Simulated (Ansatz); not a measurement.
**Relaxing K**

All numbers below come from DFT PBE, scalar-relativistic, plane waves, PAW (Ansatz).

The start puts K on the sites of a reported O cell (P6_3/mmc, No. 194), at a guessed volume.

Input of the last, converged step (default PAW datasets):

```yaml
crystal:
  lattice:
    - [4.6616843685, 0.0, 0.0]
    - [-2.3308421843, 4.0371370876, 0.0]
    - [0.0, 0.0, 15.8541536176]
  atoms:
    - { symbol: K, position: [0.3333333333, 0.6666666667, 0.1179767132] }
    - { symbol: K, position: [0.6666666667, 0.3333333333, 0.6179767132] }
    - { symbol: K, position: [0.3333333333, 0.6666666667, 0.3820232868] }
    - { symbol: K, position: [0.6666666667, 0.3333333333, 0.8820232868] }
basis:
  ecutwfc: 420
kpoints:
  mp_grid: { grid: [12, 12, 4] }
hamiltonian:
  xc: pbe
scf:
  occupations: { method: gaussian, width: 0.1 }
output:
  forces: true
  stress: true
  eigenvalues: true
relax:
  adjacent_minimum: "off"
  f_tol: 0.01
  max_steps: 80
  cell: { stress_tol: 0.05 }
```

It can be run as:

```bash
ansatz run input.yaml --threads 1 --pin off --backend cpu --events-out ev --progress --plain --runs-dir out  # memory cap (--max-ram) not shown
```

The program printed at the end:

```
SCF converged after 5 iterations
Free energy (F): -6151.025634 eV
Harris-Foulkes:  -6151.025634 eV  (|F-HF|=0.00e0)
Internal energy: -6151.009737 eV  (E = F + TS)
E sigma→0 (E₀):  -6151.017686 eV
Entropy (-TS):   -0.015897 eV (-3.974 meV/atom)
Fermi energy:    1.659772 eV
--- Per-component energies (eV) ---
  E_band       = -577.014197
  E_kinetic    = 1008.681029
  E_local      = -3064.444211  (includes V_loc(G=0)·N_el)
  E_nonlocal   = 51.768062
  E_hartree    = 1097.315321
  E_xc         = -534.958009
  E_vxc        = -652.061124  (∫ρ·V_xc dr)
  E_paw        = -3127.393335  (= ΣΔE_a)
  E_vpaw       = -115.588477  (= ΣTr[D̂ρ^β])
  E_aug_tail   = -0.000013  (compensation charges beyond the density's cutoff)
  E_ewald      = -1581.978581
  E_smearing   = -0.015897  (= −TS)
  E_closure    =  0.000000  (closes the sum)
  Σ components = -6151.025634   (vs F -6151.025634, Δ=0.00e0)
--- Forces (eV/Å), atoms counted from 1 ---
  atom   1  K      0.00000000     0.00000000    -0.00282956
  atom   2  K      0.00000000     0.00000000    -0.00282956
  atom   3  K      0.00000000     0.00000000     0.00282956
  atom   4  K      0.00000000     0.00000000     0.00282956
  max |Σ_I F_I| component: 8.67e-19 eV/Å
--- Stress (GPa, compression-positive) ---
       -0.006839       0.000000       0.000000
        0.000000      -0.006839       0.000000
        0.000000       0.000000       0.004056
  P = ⅓ Tr σ = -0.0032 GPa (-0.032 kbar)
--- Relaxed structure (3 steps of the walk, 3 accepted, 1 SCFs on fresh bases) ---
  F+E_penalty+E_count = -6151.02563398 eV   max|allowed force component| = 2.830e-3 eV/Å   (the final SCF, on the basis selected at the relaxed cell)
  cell:  # Å, volume = 302.6432 Å³
    - [4.633552, 0.000000, 0.0]
    - [-2.316776, 4.012774, 0.0]
    - [0.0, 0.0, 16.276915]
  atoms:
    - { symbol: K, position: [0.333333, 0.666667, 0.118373] }
    - { symbol: K, position: [0.666667, 0.333333, 0.618373] }
    - { symbol: K, position: [0.333333, 0.666667, 0.381627] }
    - { symbol: K, position: [0.666667, 0.333333, 0.881627] }
```

Total energies depend on the potentials used, so only differences within one code and one set of settings carry meaning.

The result has space group P6_3/mmc (No. 194). Around K lie 1 K at 4.28 Å and 9 K at 4.63–4.69 Å.

It lies 0.03 eV/atom above the element's standard state at the same level.

For metals, differences of a few meV/atom aren't resolved.

A structure relaxed within its symmetry needn't be a true minimum.